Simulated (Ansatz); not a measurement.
## KCl: pressure series

The parent structure is KCl in the rock salt structure (space group Fm-3m, No. 225; a = 6.292 Å).

Cell and atoms are relaxed at each pressure.

Method: plane-wave PAW DFT at the r2SCAN level (Ansatz, an electronic-structure program, 500 eV), without spin-orbit coupling.

| pressure (GPa) | volume per atom (Å³/atom) |
|---|---|
| -2 | 36.196 |
| -1 | 33.091 |
| 0 | 31.142 |
| 0.3 | ? |
| 0.7 | 30.116 |
| 1.5 | 29.134 |
| 3 | 27.707 |
| 7.5 | 24.884 |
| 10 | 23.810 |

### Question
Fit the third-order Birch–Murnaghan form P(V) = (3B₀/2)[(V₀/V)^(7/3) − (V₀/V)^(5/3)]·[1 + (3/4)(B₀′ − 4)((V₀/V)^(2/3) − 1)] (squares taken in P) to the rows shown and predict the withheld row.

### Answer
Least squares on the printed values gives V₀ = 31.145 Å³/atom, B₀ = 19.2 GPa, B₀′ = 4.9; this predicts 30.679 Å³/atom, and the run gives 30.682 Å³/atom, 0.003 higher.

Measured bulk modulus of KCl: 19.7 GPa (0 K or low temperature; as listed in Klaus Doll, Hermann Stoll, Phys. Rev. B (1997)); the computed value is 3 % below it.

Load acts through the strain it causes; cell and atoms are relaxed under it. Stability against distortions was not tested. Competing high-pressure phases were not computed.
